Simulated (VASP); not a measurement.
# ZnO (P6_3/mmc) in VASP: further runs, part 2 of 2

VASP 6.6.1.

**4. Single point, RPBE**

File run.py:

```python
from ase.calculators.vasp import Vasp
from ase.dft.bandgap import bandgap
from ase.io import read

atoms = read('ZnO.cif', primitive_cell=True, subtrans_included=False)
calc = Vasp(
    directory='calc',
    xc='rpbe',
    pp='PBE',
    setups='recommended',
    pp_version='54',
    prec='Accurate',
    encut=520,
    ediff=1e-07,
    ismear=0,
    sigma=0.02,
    lreal=False,
    lasph=True,
    nelm=80,
    algo='Fast',
    isif=2,
    lwave=False,
    lcharg=False,
    kpts=[9, 9, 4],
    gamma=True,
)
atoms.calc = calc

print('energy (eV):', atoms.get_potential_energy())
print('free energy (eV):', atoms.get_potential_energy(force_consistent=True))
print('forces (eV/A):')
print(atoms.get_forces())
print('stress (eV/A^3, Voigt):', atoms.get_stress())
print('Fermi level (eV):', calc.get_fermi_level())
gap, top, bottom = bandgap(calc)
print('band gap (eV):', gap, 'from (spin, k, band)', top, 'to', bottom)
```

File ZnO.cif:

```cif
data_ZnO
_cell_length_a 3.28796716
_cell_length_b 3.28796716
_cell_length_c 7.13044135
_cell_angle_alpha 90.00000000
_cell_angle_beta 90.00000000
_cell_angle_gamma 120.00000000
_space_group_name_H-M_alt 'P6_3/mmc'
_space_group_name_Hall '-P 6c 2c'
_space_group_IT_number 194
loop_
_space_group_symop_operation_xyz
'x,y,z'
'-x,-y,-z'
'x-y,x,z+1/2'
'-x+y,-x,-z+1/2'
'-y,x-y,z'
'y,-x+y,-z'
'-x,-y,z+1/2'
'x,y,-z+1/2'
'-x+y,-x,z'
'x-y,x,-z'
'y,-x+y,z+1/2'
'-y,x-y,-z+1/2'
'-y,-x,-z+1/2'
'y,x,z+1/2'
'-x,-x+y,-z'
'x,x-y,z'
'-x+y,y,-z+1/2'
'x-y,-y,z+1/2'
'y,x,-z'
'-y,-x,z'
'x,x-y,-z+1/2'
'-x,-x+y,z+1/2'
'x-y,-y,-z'
'-x+y,y,z'
loop_
_atom_site_label
_atom_site_type_symbol
_atom_site_symmetry_multiplicity
_atom_site_Wyckoff_symbol
_atom_site_fract_x
_atom_site_fract_y
_atom_site_fract_z
_atom_site_occupancy
Zn1 Zn 2 b 0.0000000000 0.0000000000 0.2500000000 1
O1 O 2 c 0.6666666667 0.3333333333 0.7500000000 1
```

Potentials or basis: VASP PAW PBE potentials, release 54 (Zn, O).

Command:

```
$ python run.py
```

Standard output:

```text
energy (eV): -15.65834929
free energy (eV): -15.65834929
forces (eV/A):
[[-0.  0.  0.]
 [ 0.  0. -0.]
 [-0.  0.  0.]
 [ 0. -0. -0.]]
stress (eV/A^3, Voigt): [-0.02478508 -0.02478508 -0.00967497 -0.         -0.         -0.        ]
Fermi level (eV): -0.42131842
band gap (eV): 0.9445000000000001 from (spin, k, band) (0, np.int64(0), np.int64(17)) to (0, np.int64(0), np.int64(18))
```

OUTCAR:

```text
ENCUT = 520.000000
   EDIFF = 1.00e-07
   GGA = RP
   PREC = Accurate
   ISIF = 2
   ISMEAR = 0
   NELM = 80
   LASPH = .TRUE.
   LREAL = .FALSE.

 ion  position               nearest neighbor table
   1  0.000  0.000  0.250-   4 1.90   4 1.90   4 1.90
   2  0.000  0.000  0.750-   3 1.90   3 1.90   3 1.90
   3  0.667  0.333  0.750-   2 1.90   2 1.90   2 1.90
   4  0.333  0.667  0.250-   1 1.90   1 1.90   1 1.90

  LATTYP: Found a hexagonal cell.
 ALAT       =     3.2879671600
 C/A-ratio  =     2.1686473748

  Lattice vectors:

 A1 = (   3.2879671600,   0.0000000000,   0.0000000000)
 A2 = (  -1.6439835800,   2.8474630874,   0.0000000000)
 A3 = (   0.0000000000,   0.0000000000,   7.1304413500)

Analysis of symmetry for initial positions (statically):
=====================================================================
 Subroutine PRICEL returns:
 Original cell was already a primitive cell.

 Routine SETGRP: Setting up the symmetry group for a
 hexagonal supercell.

 Subroutine GETGRP returns: Found 24 space group operations
 (whereof 12 operations were pure point group operations)
 out of a pool of 24 trial point group operations.

The static configuration has the point symmetry D_3d.
 The point group associated with its full space group is D_6h.

Analysis of symmetry for dynamics (positions and initial velocities):
=====================================================================
 Subroutine PRICEL returns:
 Original cell was already a primitive cell.

 Routine SETGRP: Setting up the symmetry group for a
 hexagonal supercell.

 Subroutine GETGRP returns: Found 24 space group operations
 (whereof 12 operations were pure point group operations)
 out of a pool of 24 trial point group operations.

The dynamic configuration has the point symmetry D_3d.
 The point group associated with its full space group is D_6h.

 Subroutine INISYM returns: Found 24 space group operations
 (whereof 12 operations are pure point group operations),
 and found     1 'primitive' translations

----------------------------------------------------------------------------------------

                                     Primitive cell

  volume of cell :      66.7578

  direct lattice vectors                    reciprocal lattice vectors
     3.287967160  0.000000000  0.000000000     0.304139291  0.175594901  0.000000000
[... 89 lines left out ...]
   NELM   =     80;   NELMIN=  2; NELMDL= -5     # of ELM steps
   EDIFF  = 0.1E-06   stopping-criterion for ELM
   LREAL  =      F    real-space projection
   EDIFFG = 0.1E-05   stopping-criterion for IOM
   NSW    =      0    number of steps for IOM
   IBRION =     -1    ionic relax: 0-MD 1-quasi-New 2-CG
   NFREE  =      0    steps in history (QN), initial steepest desc. (CG)
   ISIF   =      2    stress and relaxation
   ISYM   =      2    0-nonsym 1-usesym 2-fastsym
   POTIM  = 0.5000    time-step for ionic-motion
   TEBEG  =    0.0;   TEEND  =   0.0 temperature during run
   PSTRESS=    0.0 pullay stress
   NELECT =      36.0000    total number of electrons
   NUPDOWN=      -1.0000    fix difference up-down
   EMIN   =  10.00;   EMAX   =-10.00  energy-range for DOS
   EFERMI =   0.00;   METHOD = LEGACY
   ISMEAR =     0;   SIGMA  =   0.02  broadening in eV -4-tet -1-fermi 0-gaus
   EFERMI_NEDOS =   21; number of points for ismear=-14 and -15
   IALGO  =     68    algorithm
   IMIX   =      4    mixing-type and parameters
     AMIX     =   0.40;   BMIX     =  1.00
     AMIX_MAG =   1.60;   BMIX_MAG =  1.00
  volume/ion in A,a.u.               =      16.69       112.63
  Fermi-wavevector in a.u.,A,eV,Ry     =   1.332524  2.518105 24.158775  1.775620
  Thomas-Fermi vector in A             =   2.461452
   LORBIT       =      0    0 simple, 1 ext, 2 COOP (PROOUT), +10 PAW based schemes
   GGA     = RP    functional components
   LHFCALC =     F    Hartree Fock is set to
   AEXX    =    0.0000 exact exchange contribution
   IVDW    =     0    specifies the selected vdW correction
   LEPSILON=     F    determine dielectric tensor
   LRPA    =     F    only Hartree local field effects (RPA)
 non-spin polarized calculation
 RMM-DIIS sequential band-by-band and
 Gauss-broadening in eV      SIGMA  =   0.02
  energy-cutoff  :      520.00
  volume of cell :       66.76
 maximum number of plane-waves:      1824
   NGX = 13   NGY = 13   NGZ = 27

 number of electron      36.0000026 magnetization

 Free energy of the ion-electron system (eV)
  ---------------------------------------------------
  ext. energy  EPLUGINS =         0.00000000
  ---------------------------------------------------
  free energy    TOTEN  =       -15.65834929 eV

  energy without entropy =      -15.65834929  energy(sigma->0) =      -15.65834929

 E-fermi :  -0.4213     XC(G=0):  -8.5864

 val. band max:       -0.5429163634   @ k =   0.0000   0.0000   0.0000
 cond. band min:       0.4016313482   @ k =   0.0000   0.0000   0.0000
 fundamental gap:      0.9445477117
 Fermi energy:        -0.4213184151

 k-point     1 :       0.0000    0.0000    0.0000
  band No.  band energies     occupation
      1     -18.1042      2.00000
      2     -18.0269      2.00000
      3      -6.6450      2.00000
      4      -6.6450      2.00000
      5      -6.6308      2.00000
      6      -6.6308      2.00000
[... 589 lines left out ...]
     21       8.4725      0.00000
     22       8.4731      0.00000

 [... further k-points ...]

------------------------ aborting loop because EDIFF is reached ----------------------------------------

  FORCE on cell =-STRESS in cart. coord.  units (eV):
  Direction    XX          YY          ZZ          XY          YZ          ZX
  --------------------------------------------------------------------------------------
  -------------------------------------------------------------------------------------
  Total        1.6545966      1.6545966      0.6458791      0.0000000      0.0000000      0.0000000
  in kB       39.7100760     39.7100760     15.5010032      0.0000000      0.0000000      0.0000000
  external PRESSURE =      31.6403850 kB  Pullay stress =       0.0000000 kB

 VOLUME and BASIS-vectors are now :
 -----------------------------------------------------------------------------
  energy-cutoff  :      520.00
  volume of cell :       66.76
      direct lattice vectors                 reciprocal lattice vectors
     3.287967160  0.000000000  0.000000000     0.304139291  0.175594901  0.000000000
    -1.643983580  2.847463087  0.000000000     0.000000000  0.351189803  0.000000000
     0.000000000  0.000000000  7.130441350     0.000000000  0.000000000  0.140243773

 POSITION                                       TOTAL-FORCE (eV/Angst)
 -----------------------------------------------------------------------------------
      0.00000      0.00000      1.78261        -0.000000      0.000000      0.000000
      0.00000      0.00000      5.34783         0.000000      0.000000     -0.000000
      1.64398      0.94915      5.34783        -0.000000      0.000000      0.000000
     -0.00000      1.89831      1.78261         0.000000     -0.000000     -0.000000
 -----------------------------------------------------------------------------------
    total drift:                               -0.000000      0.000000      0.000000

  FREE ENERGIE OF THE ION-ELECTRON SYSTEM (eV)
  ---------------------------------------------------
  free  energy   TOTEN  =       -15.6583492900 eV

  energy  without entropy=      -15.6583492900  energy(sigma->0) =      -15.65834929
```

INCAR:

```text
ENCUT = 520.000000
SIGMA = 0.020000
EDIFF = 1.00e-07
ALGO = Fast
GGA = RP
PREC = Accurate
ISIF = 2
ISMEAR = 0
NELM = 80
LASPH = .TRUE.
LCHARG = .FALSE.
LWAVE = .FALSE.
LREAL = .FALSE.
```

Wall time 47 s (1 thread of Intel Xeon Platinum 8259CL at 2.50GHz (Skylake/Cascade Lake), shared host); peak memory 0.2 GiB.

Results:

```
Free energy            : -15.6583 eV
Pressure               : 3.2 GPa
Band gap on the k mesh : 0.94 eV, direct
```

Levels at points of the mesh, in eV from the valence-band top:
```tsv
k point	band 14	band 15	band 16	band 17	band 18	band 19	band 20	band 21	band 22
(0.00, 0.00, 0.00)	-1.76	-0.01	-0.01	0.00	0.00	0.94	3.43	5.31	11.04
(0.00, 0.00, 0.50)	-2.52	0.00	0.00	0.00	0.00	2.03	2.03	7.39	7.39
```

Caveat: the PAW data sets were made with another functional, which shifts forces and pressure a little; an odd mesh through Γ misses points on the zone boundary, where band edges often lie.

**5. Relaxation of the atoms, BEEF-vdW (volume scaled by 1.04)**

File INCAR:

```
SYSTEM = ZnO
PREC = Accurate
ENCUT = 500
EDIFF = 1E-7
ISMEAR = 0
SIGMA = 0.05
LREAL = .False.
LASPH = .True.
NELM = 100
ALGO = Fast
ISIF = 2
LWAVE = .False.
LCHARG = .False.
GGA = BF
LUSE_VDW = .True.
ZAB_VDW = -1.8867
IBRION = 2
NSW = 40
EDIFFG = -0.01
```

File KPOINTS:

```
regular mesh
0
Gamma
  9 9 4
  0 0 0
```

File POSCAR:

```
ZnO
1.0
    3.3312348463      0.0000000000      0.0000000000
   -1.6656174231      2.8849340028      0.0000000000
    0.0000000000      0.0000000000      7.2242737071
Zn O
2 2
Selective dynamics
Direct
    0.0000000000      0.0000000000      0.2500000000  F F F
    0.0000000000      0.0000000000      0.7500000000  T T T
    0.6666666667      0.3333333333      0.7500000000  T T T
    0.3333333333      0.6666666667      0.2500000000  T T T
```

Command:

```
$ cat potpaw_PBE.54/Zn/POTCAR potpaw_PBE.54/O/POTCAR > POTCAR
$ mpirun -np 1 vasp_std > vasp.out
```

It took 1.7 min on 1 thread of Intel Xeon Platinum 8259CL at 2.50GHz (Skylake/Cascade Lake), shared host; peak memory 0.4 GiB.

It converged, with:

| Property | Result |
| --- | --- |
| Free energy | -7.7095 eV |
| Pressure after relaxing | -1.7 GPa |
| Band gap on the k mesh | 1.02 eV, direct |

Stress tensor (GPa, compression positive):
```
-2.72  0.00  0.00
 0.00 -2.72  0.00
 0.00  0.00  0.34
```

Final structure:
```xyz
4
Lattice="3.3312 0.0000 0.0000 -1.6656 2.8849 0.0000 0.0000 0.0000 7.2243" Properties=species:S:1:pos:R:3 pbc="T T T"
Zn    0.0000    0.0000    1.8061
Zn    0.0000    0.0000    5.4182
O     1.6656    0.9616    5.4182
O     0.0000    1.9233    1.8061
```

Levels at points of the mesh, in eV from the valence-band top:
```csv
k point,band 15,band 16,band 17,band 18,band 19,band 20,band 21,band 22
"(0.00, 0.00, 0.00)",-0.01,-0.01,0.00,0.00,1.02,3.35,5.42,10.88
"(0.00, 0.00, 0.50)",0.00,0.00,0.00,0.00,2.06,2.06,7.40,7.40
```

Caveat: the relaxation stopped at its first step, so nothing moved; the PAW data sets were made with another functional, which shifts forces and pressure a little; an odd mesh through Γ misses points on the zone boundary, where band edges often lie.
